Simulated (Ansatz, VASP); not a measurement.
## Al in VASP and in Ansatz

INCAR

```
PREC     = Accurate       # precision mode
ENCUT    = 520            # plane-wave cutoff, eV
EDIFF    = 1E-7           # SCF threshold, eV
ISMEAR   = 0              # smearing method
SIGMA    = 0.15           # smearing width, eV
LREAL    = False          # projectors in reciprocal space
LASPH    = True           # aspherical terms in the spheres
NELM     = 60             # most SCF steps
ALGO     = Normal         # electronic algorithm
ISIF     = 2              # what is computed and relaxed
LWAVE    = False          # write WAVECAR
LCHARG   = False          # write CHGCAR
GGA      = PS             # functional
NBANDS   = 8              # bands
```

KPOINTS

```
Automatic mesh
0
Gamma
  20 20 20
```

Contents of POSCAR:

```
Al
1.0
    0.0000000000      2.1858984000      2.1049392000
    2.1858984000      0.0000000000      2.1049392000
    2.1858984000      2.1858984000      0.0000000000
Al
1
Direct
    0.0000000000      0.0000000000      0.0000000000
```

Input for Ansatz:

```yaml
crystal:
  lattice:
    - [0.0, 2.1858984, 2.1049392]
    - [2.1858984, 0.0, 2.1049392]
    - [2.1858984, 2.1858984, 0.0]
  atoms:
    - { symbol: Al, position: [0.0, 0.0, 0.0] }
basis:
  ecutwfc: 420
kpoints:
  mp_grid: { grid: [20, 20, 20] }
hamiltonian:
  xc: pbesol
scf:
  occupations: { method: gaussian, width: 0.15 }
output:
  forces: true
  stress: true
  eigenvalues: true
```

Change from the starting cell: strain +0.080 along x and y, +0.040 along z, atoms carried along.

Alike in both runs: task single point; functional PBEsol; k mesh 20 × 20 × 20; occupations gaussian, width 0.15 eV; no spin polarisation.

```csv
,VASP,Ansatz
version,VASP 6.6.1,Ansatz 0.2.0
potentials or method,"VASP PAW PBE potentials, release 64 (Al)","scalar-relativistic, plane waves, PAW"
plane-wave cutoff (eV),520,420
valence electrons in the cell,3,3
```

|  | VASP | Ansatz | Ansatz less VASP |
| --- | --- | --- | --- |
| gap on the k mesh at the Fermi level (eV) | none | none | - |
| pressure (GPa) | -10.6 | -10.7 | -0.02 |
| largest component of the traceless stress (GPa) | 0.51 | 0.50 | -0.003 |

A gap of «none» marks a metal or a gap that the smearing closes.

Caveats: the PAW data sets were made with another functional, which shifts forces and pressure a little (VASP).
